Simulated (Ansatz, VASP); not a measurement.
# GaP: VASP beside Ansatz, part 2 of 2

Aim: how closely do two programs agree when they are given the same cell, functional and k mesh? The cell is taken from a series of runs on this material, whose earlier steps may have relaxed, scaled, displaced or heated it; both programs get it as it stands.

VASP 6.6.1 and Ansatz 0.2.0.

So far: Starting point; Ansatz: G0W0 gap, LDA.

## Step 3: VASP: G0W0 gap, LDA

Level of this step: G0W0 on LDA; plane waves and PAW (Ga_d_GW, P_GW) (VASP).

The same cell, functional (in two slightly different forms) and mesh now go to VASP, with its own data sets.

Lines of VASP's logs that name or quote its potential files are left out, and so is its time.

The run reads the wave functions of an earlier VASP run, which isn't shown here.

File INCAR:

```
SYSTEM = GaP
PREC = Accurate
ENCUT = 430
ISMEAR = 0
SIGMA = 0.01
LREAL = .FALSE.
GGA = CA
NBANDS = 200
ALGO = EVGW0
NELMGW = 1
ENCUTGW = 160
NOMEGA = 64
PRECFOCK = Fast
NBANDSGW = 24
LWAVE = .FALSE.
LCHARG = .FALSE.
```

File POSCAR:

```
GaP
1.0
    0.0000000000      2.7797550000      2.6816856540
    2.7797550000      0.0000000000      2.6816856540
    2.7797550000      2.7797550000      0.0000000000
Ga P
1 1
Direct
    0.0000000000      0.0000000000      0.0000000000
    0.7500000000      0.7500000000      0.7500000000
```

File KPOINTS:

```
Automatic mesh
0
Gamma
6 6 6
0 0 0
```

PAW data sets: Ga_d_GW and P_GW (LDA family, release 64).

Started as:

```
> mpirun -np 8 vasp_std
```

Numbers of over 12 decimals in the logs are rounded to 6 here.

What it wrote:

```text
[banner, memory and clock lines left out]
running    8 mpi-ranks, on    1 nodes
 distrk:  each k-point on    8 cores,    1 groups
 distr:  one band on    1 cores,    8 groups

 POSCAR found type information on POSCAR GaP
 POSCAR found :  2 types and       2 ions
|                                                                             |
|           W    W    AA    RRRRR   N    N  II  N    N   GGGG   !!!           |
|           W    W   A  A   R    R  NN   N  II  NN   N  G    G  !!!           |
|           W    W  A    A  R    R  N N  N  II  N N  N  G       !!!           |
|           W WW W  AAAAAA  RRRRR   N  N N  II  N  N N  G  GGG   !            |
|           WW  WW  A    A  R   R   N   NN  II  N   NN  G    G                |
|           W    W  A    A  R    R  N    N  II  N    N   GGGG   !!!           |
|                                                                             |
|     For optimal performance we recommend to set                             |
|       NCORE = 2 up to number-of-cores-per-socket                            |
|     NCORE specifies how many cores store one orbital (NPAR=cpu/NCORE).      |
|     This setting can greatly improve the performance of VASP for DFT.       |
|     The default, NCORE=1 might be grossly inefficient on modern             |
|     multi-core architectures or massively parallel machines. Do your        |
|     Unfortunately you need to use the default for GW and RPA                |
|     calculations (for HF NCORE is supported but not extensively tested      |
|     yet).                                                                   |
|                                                                             |

|                                                                             |
|           W    W    AA    RRRRR   N    N  II  N    N   GGGG   !!!           |
|           W    W   A  A   R    R  NN   N  II  NN   N  G    G  !!!           |
|           W    W  A    A  R    R  N N  N  II  N N  N  G       !!!           |
|           W WW W  AAAAAA  RRRRR   N  N N  II  N  N N  G  GGG   !            |
|           WW  WW  A    A  R   R   N   NN  II  N   NN  G    G                |
|           W    W  A    A  R    R  N    N  II  N    N   GGGG   !!!           |
|                                                                             |
|     The default for ENCUTGWSOFT is different in this version of VASP.       |
|     please manually set ENCUTGWSOFT =160 in the INCAR file.                 |
|                                                                             |

 LDA part: xc-table for (Slater(with rela. corr.)+CA(PZ))
 , standard interpolation
 found WAVECAR, reading the header
 POSCAR, INCAR and KPOINTS ok, starting setup
 FFT: planning ... GRIDC
 FFT: planning ... GRID_SOFT
 FFT: planning ... GRID
 reading WAVECAR
 the WAVECAR file was read successfully
 initial charge from wavefunction
 available memory per node:    120.29 GB, setting MAXMEM to    123172

 The Fermi energy was updated, please check that it is located mid-gap
 values below the HOMO (VB) or above the LUMO (CB) will cause erroneous energies
 E-fermi :   4.6933

 calculate exact exchange contribution
 the WAVEDER file was read successfully
energies w=
    0.000    0.000    0.433    0.000    0.866    0.000    1.296    0.000
    1.723    0.000    2.147    0.000    2.567    0.000    2.981    0.000
    3.391    0.000    3.795    0.000    4.193    0.000    4.586    0.000
    4.973    0.000    5.355    0.000    5.732    0.000    6.105    0.000
    6.474    0.000    6.840    0.000    7.203    0.000    7.564    0.000
    7.924    0.000    8.283    0.000    8.642    0.000    9.003    0.000
    9.366    0.000    9.731    0.000   10.101    0.000   10.476    0.000
   10.857    0.000   11.246    0.000   11.643    0.000   12.051    0.000
   12.471    0.000   12.905    0.000   13.355    0.000   13.823    0.000
   14.312    0.000   14.824    0.000   15.364    0.000   15.934    0.000
   16.540    0.000   17.186    0.000   17.879    0.000   18.626    0.000
   19.435    0.000   20.318    0.000   21.285    0.000   22.354    0.000
   23.542    0.000   24.875    0.000   26.382    0.000   28.102    0.000
   30.087    0.000   32.405    0.000   35.150    0.000   38.453    0.000
   42.504    0.000   47.587    0.000   54.153    0.000   62.949    0.000
   75.327    0.000   94.003    0.000  125.346    0.000  188.673    0.000
 responsefunction array rank=     200
 LDA part: xc-table for (Slater(with rela. corr.)+CA(PZ))
 , standard interpolation

 min. memory requirement per mpi rank    358.3 MB, per node   2866.5 MB

 allocating   8 responsefunctions rank=   200
 shmem allocating  64 responsefunctions rank=   200
 response function shared by NCSHMEM nodes    1
 Doing            8  frequencies on each core in blocks of           64
NQ=   1    0.0000    0.0000    0.0000,
|.........|.........|.........|.........|.........|.........|.........|.........
 performed       1030000 updates of chi_q(r,r)
 total number of BLAS operations        246.76 Gflops
NQ=   2    0.1667    0.0000    0.0000,
|.........|.........|.........|.........|.........|.........|.........|.........
 performed       3231000 updates of chi_q(r,r)
 total number of BLAS operations        817.47 Gflops
NQ=   3    0.3333    0.0000    0.0000,
|.........|.........|.........|.........|.........|.........|.........|.........
 performed       5432000 updates of chi_q(r,r)
 total number of BLAS operations       1453.35 Gflops
NQ=   4    0.5000    0.0000    0.0000,
|.........|.........|.........|.........|.........|.........|.........|.........
 performed       7211000 updates of chi_q(r,r)
 total number of BLAS operations       1945.83 Gflops
NQ=   5    0.1667    0.1667    0.0000,
|.........|.........|.........|.........|.........|.........|.........|.........
 performed       8510000 updates of chi_q(r,r)
 total number of BLAS operations       2271.51 Gflops
NQ=   6    0.3333    0.1667    0.0000,
|.........|.........|.........|.........|.........|.........|.........|.........
 performed      10711000 updates of chi_q(r,r)
 total number of BLAS operations       2900.71 Gflops
NQ=   7    0.5000    0.1667    0.0000,
|.........|.........|.........|.........|.........|.........|.........|.........
 performed      12912000 updates of chi_q(r,r)
 total number of BLAS operations       3536.60 Gflops
NQ=   8   -0.3333    0.1667    0.0000,
|.........|.........|.........|.........|.........|.........|.........|.........
 performed      15113000 updates of chi_q(r,r)
 total number of BLAS operations       4165.80 Gflops
NQ=   9   -0.1667    0.1667    0.0000,
|.........|.........|.........|.........|.........|.........|.........|.........
 performed      16892000 updates of chi_q(r,r)
 total number of BLAS operations       4668.93 Gflops
NQ=  10    0.3333    0.3333    0.0000,
|.........|.........|.........|.........|.........|.........|.........|.........
 performed      18191000 updates of chi_q(r,r)
 total number of BLAS operations       5076.47 Gflops
NQ=  11    0.5000    0.3333    0.0000,
|.........|.........|.........|.........|.........|.........|.........|.........
 performed      20392000 updates of chi_q(r,r)
 total number of BLAS operations       5739.41 Gflops
NQ=  12   -0.3333    0.3333    0.0000,
|.........|.........|.........|.........|.........|.........|.........|.........
 performed      22171000 updates of chi_q(r,r)
 total number of BLAS operations       6231.89 Gflops
NQ=  13    0.5000    0.5000    0.0000,
|.........|.........|.........|.........|.........|.........|.........|.........
 performed      23201000 updates of chi_q(r,r)
 total number of BLAS operations       6529.53 Gflops
NQ=  14    0.1667    0.0000    0.1667,
|.........|.........|.........|.........|.........|.........|.........|.........
 performed      24970000 updates of chi_q(r,r)
 total number of BLAS operations       6998.52 Gflops
NQ=  15    0.3333    0.0000    0.1667,
|.........|.........|.........|.........|.........|.........|.........|.........
 performed      27786000 updates of chi_q(r,r)
 total number of BLAS operations       7820.42 Gflops
NQ=  16    0.5000    0.0000    0.1667,
|.........|.........|.........|.........|.........|.........|.........|.........
 performed      30602000 updates of chi_q(r,r)
 total number of BLAS operations       8633.74 Gflops
NQ=  17   -0.3333    0.0000    0.1667,
|.........|.........|.........|.........|.........|.........|.........|.........
 performed      33418000 updates of chi_q(r,r)
 total number of BLAS operations       9447.06 Gflops
NQ=  18   -0.1667    0.0000    0.1667,
|.........|.........|.........|.........|.........|.........|.........|.........
 performed      35850000 updates of chi_q(r,r)
 total number of BLAS operations      10142.11 Gflops
NQ=  19    0.5000    0.3333    0.1667,
|.........|.........|.........|.........|.........|.........|.........|.........
 performed      38282000 updates of chi_q(r,r)
 total number of BLAS operations      10881.99 Gflops
NQ=  20   -0.3333    0.3333    0.1667,
|.........|.........|.........|.........|.........|.........|.........|.........
 performed      41098000 updates of chi_q(r,r)
 total number of BLAS operations      11721.19 Gflops
NQ=  21   -0.1667    0.3333    0.1667,
|.........|.........|.........|.........|.........|.........|.........|.........
 performed      43299000 updates of chi_q(r,r)
 total number of BLAS operations      12384.13 Gflops
NQ=  22   -0.3333    0.5000    0.1667,
|.........|.........|.........|.........|.........|.........|.........|.........
 performed      45068000 updates of chi_q(r,r)
 total number of BLAS operations      12917.00 Gflops
NQ=  23    0.3333    0.0000    0.3333,
|.........|.........|.........|.........|.........|.........|.........|.........
 performed      46837000 updates of chi_q(r,r)
 total number of BLAS operations      13449.87 Gflops
NQ=  24    0.5000    0.0000    0.3333,
|.........|.........|.........|.........|.........|.........|.........|.........
 performed      49653000 updates of chi_q(r,r)
 total number of BLAS operations      14289.08 Gflops
NQ=  25   -0.3333   -0.0000    0.3333,
|.........|.........|.........|.........|.........|.........|.........|.........
 performed      52085000 updates of chi_q(r,r)
 total number of BLAS operations      14962.23 Gflops
NQ=  26    0.5000    0.1667    0.3333,
|.........|.........|.........|.........|.........|.........|.........|.........
 performed      54517000 updates of chi_q(r,r)
 total number of BLAS operations      15702.11 Gflops
NQ=  27   -0.3333    0.1667    0.3333,
|.........|.........|.........|.........|.........|.........|.........|.........
 performed      56949000 updates of chi_q(r,r)
 total number of BLAS operations      16404.53 Gflops
NQ=  28   -0.1667    0.5000    0.3333,
|.........|.........|.........|.........|.........|.........|.........|.........
 performed      58718000 updates of chi_q(r,r)
 total number of BLAS operations      16970.87 Gflops
NQ=  29    0.5000    0.0000    0.5000,
|.........|.........|.........|.........|.........|.........|.........|.........
 performed      60017000 updates of chi_q(r,r)
 total number of BLAS operations      17346.14 Gflops
NQ=  30   -0.3333    0.1667    0.5000,
|.........|.........|.........|.........|.........|.........|.........|.........
 performed      61662000 updates of chi_q(r,r)
 total number of BLAS operations      17862.07 Gflops
 resolving degeneracies of screened two electron integrals

 calculate QP shifts <psi_nk| G(iteration)W_0 |psi_nk>: iteration 1
 entering main loop
```

From OUTCAR (step 3):

```text
ion  position               nearest neighbor table
   1  0.000  0.000  0.000-   2 2.38   2 2.38   2 2.38   2 2.38
   2  0.750  0.750  0.750-   1 2.38   1 2.38   1 2.38   1 2.38

  LATTYP: Found a body centered tetragonal cell.
 ALAT       =     3.9311672211
 C/A-ratio  =     1.3643203167

 Subroutine GETGRP returns: Found  8 space group operations
 (whereof  8 operations were pure point group operations)

The static configuration has the point symmetry D_2d.

 Found     30 irreducible k-points:

   k-points           NKPTS =     30   k-points in BZ     NKDIM =    216   number of bands    NBANDS=    200

   dimension x,y,z NGX =    28 NGY =   28 NGZ =   28
   dimension x,y,z NGXF=    56 NGYF=   56 NGZF=   56

   ENCUT  =  430.0 eV  31.60 Ry    5.62 a.u.   6.53  6.53  6.65*2*pi/ulx,y,z

   NELECT =      18.0000    total number of electrons

  energy-cutoff  :      430.00
  volume of cell :       41.44
      direct lattice vectors                 reciprocal lattice vectors
     0.000000000  2.779755000  2.681685654    -0.179871967  0.179871967  0.186449892
     2.779755000  0.000000000  2.681685654     0.179871967 -0.179871967  0.186449892
     2.779755000  2.779755000  0.000000000     0.179871967  0.179871967 -0.186449892

 k-points in reciprocal lattice and weights: Automatic mesh
   0.00000000  0.00000000  0.00000000       0.005
   0.16666667  0.00000000  0.00000000       0.037
   0.33333333  0.00000000  0.00000000       0.037
   0.50000000  0.00000000  0.00000000       0.019
   0.16666667  0.16666667  0.00000000       0.009
   0.33333333  0.16666667  0.00000000       0.037
   0.50000000  0.16666667  0.00000000       0.037
  -0.33333333  0.16666667  0.00000000       0.037
  -0.16666667  0.16666667  0.00000000       0.019
[...]
0.50000000  0.00000000  0.50000000       0.009
  -0.33333333  0.16666667  0.50000000       0.019

 E-fermi :   4.6933

 QP shifts <psi_nk| G(iteration)W_0 |psi_nk>: iteration 1
 for sc-GW calculations column KS-energies equals QP-energies in previous step
 and V_xc(KS)=  KS-energies - (<T + V_ion + V_H > + <T+V_H+V_ion>^1  + <V_x>^1)
 k-point   1 :       0.0000    0.0000    0.0000
  band No.  KS-energies  QP-energies   sigma(KS)   V_xc(KS)     V^pw_x(r,r')   Z            occupation Imag(sigma)
    ...
      6      -8.3947      -8.7098     -12.0144     -11.5106     -18.5622       0.6255       2.0000       0.9289
      7       3.8763       3.4312     -13.2816     -12.6927     -14.1921       0.7561       2.0000       0.0335
      8       3.8763       3.4312     -13.2816     -12.6927     -14.1921       0.7561       2.0000       0.0335
      9       4.0652       3.6243     -13.2453     -12.6617     -14.1189       0.7555       2.0000       0.0320
     10       5.3719       5.8910     -11.3314     -12.0098      -7.3723       0.7653       0.0000      -0.0448
     11       7.6791       8.0499     -10.2620     -10.7493      -5.8766       0.7609       0.0000      -0.0543
     12       7.7613       8.1281     -10.2671     -10.7490      -5.8787       0.7612       0.0000      -0.0539
     13       7.7613       8.1281     -10.2671     -10.7490      -5.8787       0.7612       0.0000      -0.0539
    ...

 k-point   2 :       0.1667    0.0000    0.0000
  band No.  KS-energies  QP-energies   sigma(KS)   V_xc(KS)     V^pw_x(r,r')   Z            occupation Imag(sigma)
    ...
      6      -8.0496      -8.3917     -12.2035     -11.6646     -18.6361       0.6349       2.0000       0.8998
      7       1.5167       1.1215     -12.6010     -12.0651     -14.1892       0.7374       2.0000       0.0489
      8       3.4887       3.0385     -13.0560     -12.4597     -14.0622       0.7551       2.0000       0.0347
      9       3.6643       3.2197     -13.0469     -12.4580     -14.0138       0.7550       2.0000       0.0334
     10       6.0878       6.5396     -10.8803     -11.4711      -6.8395       0.7647       0.0000      -0.0474
     11       8.2346       8.6037     -10.4562     -10.9465      -5.8948       0.7530       0.0000      -0.0621
     12       8.2732       8.6386     -10.4149     -10.8992      -5.8639       0.7544       0.0000      -0.0612
     13       8.7709       9.1155     -10.7744     -11.2353      -6.1101       0.7477       0.0000      -0.0728
    ...

 k-point   3 :       0.3333    0.0000    0.0000
  band No.  KS-energies  QP-energies   sigma(KS)   V_xc(KS)     V^pw_x(r,r')   Z            occupation Imag(sigma)
    ...
      6      -7.1281      -7.5211     -12.6474     -12.0510     -18.7679       0.6590       2.0000       0.8131
      7      -1.2468      -1.6588     -12.0628     -11.4774     -15.0670       0.7038       2.0000       0.1631
      8       2.9269       2.4553     -12.8608     -12.2331     -14.0767       0.7513       2.0000       0.0380
      9       3.1757       2.7128     -12.8763     -12.2601     -14.0323       0.7514       2.0000       0.0368
     10       5.5853       6.0113     -10.5814     -11.1353      -6.6869       0.7692       0.0000      -0.0477
     11       8.5495       8.8935     -10.1602     -10.6165      -5.5419       0.7540       0.0000      -0.0692
     12       8.7570       9.1146     -10.2695     -10.7465      -5.5495       0.7497       0.0000      -0.0747
     13      11.2344      11.5350     -10.4324     -10.8442      -4.8259       0.7300       0.0000      -0.1859
    ...

 k-point   4 :       0.5000    0.0000    0.0000
  band No.  KS-energies  QP-energies   sigma(KS)   V_xc(KS)     V^pw_x(r,r')   Z            occupation Imag(sigma)
    ...
      6      -6.3861      -6.8105     -13.1182     -12.4859     -19.0171       0.6713       2.0000       0.7347
      7      -2.6402      -3.0335     -11.5450     -10.9798     -15.1718       0.6960       2.0000       0.2830
      8       2.7041       2.2230     -12.8067     -12.1643     -14.1118       0.7490       2.0000       0.0395
      9       2.9846       2.5124     -12.8338     -12.2041     -14.0714       0.7499       2.0000       0.0381
     10       5.3548       5.7724     -10.5781     -11.1200      -6.7555       0.7707       0.0000      -0.0473
     11       8.4315       8.7606      -9.9833     -10.4181      -5.4268       0.7569       0.0000      -0.0690
     12       8.7242       9.0676     -10.0751     -10.5313      -5.3977       0.7527       0.0000      -0.0754
     13      11.9482      12.0873      -8.6634      -8.8513      -3.0957       0.7401       0.0000      -0.2179
    ...

[... 4 further parts left out ...]
```

## Step 4: Side by side

Known differences besides the potentials themselves: the two LDA forms differ slightly; fixed occupations in Ansatz, narrow Gaussian smearing in VASP; the cutoff is 420 eV in Ansatz and 430 eV in VASP; VASP's log shows a relativistic correction to its local exchange, Ansatz's none; Ansatz integrates over frequency by contour deformation, VASP on a grid of NOMEGA points. Total energies have different zeros and are not compared.

Compared:

```csv
quantity,Ansatz,VASP,difference
G0W0 gap on the mesh (eV),1.87,1.89,-0.02
Kohn-Sham gap under it (eV),1.26,1.26,0.00
```

## Step 5: What came out

```json
{
 "difference in G0W0 gap on the mesh (G0W0 gap, LDA)": "-0.022 eV"
}
```

What this shows: The difference in G0W0 gap on the mesh is -0.022 eV (G0W0 gap, LDA). How closely two codes agree says nothing of how well the functional describes the real material.

[Lines on the potential files, build, host, timing and source positions are cut from VASP's logs without a mark.]

[Logs are printed without paths, hosts, clocks, repeated set-up lines and the standing remarks that a program may print on its own settings, such as how far it seeks lower states.]

[Hosts, paths, dates, database ids (printed as entryN), source tags and the programs' standing remarks are cut or masked in the printed files.]
